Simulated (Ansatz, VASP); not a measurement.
**Al: VASP beside Ansatz**

```
CELL_PARAMETERS angstrom
2.49605 0.00000 0.00000
-1.24803 2.16165 0.00000
0.00000 0.00000 4.86685
ATOMIC_POSITIONS crystal
Al 0.66667 0.33333 0.75000
Al 0.33333 0.66667 0.25000
```

Change from the starting cell: strain -0.1125 x Voigt [1, 1, 0, 0, 0, 0], atoms carried along.

Alike in both runs: task single point; functional r2SCAN; k mesh 18 × 18 × 10; occupations gaussian, width 0.15 eV; no spin polarisation.

|  | VASP | Ansatz |
| --- | --- | --- |
| version | VASP 6.6.1 | Ansatz 0.2.0 |
| potentials or method | VASP PAW PBE potentials, release 64 (Al) | scalar-relativistic, plane waves, PAW |
| plane-wave cutoff (eV) | 520 | 500 |
| valence electrons in the cell | 6 | 6 |

```csv
,VASP,Ansatz,Ansatz less VASP
gap on the k mesh at the Fermi level (eV),none,none,-
pressure (GPa),33.4,33.9,+0.47
largest component of the traceless stress (GPa),26.40,26.45,+0.045
```

A gap of «none» marks a metal or a gap that the smearing closes. The functional is the same, so the differences come from potentials, cutoffs and numerics.

Caveats: so large a pressure means that the cell lies far from this level's equilibrium, or that cutoff or potentials fall short (VASP); the potentials were made for another functional, which shifts forces and pressure (VASP).
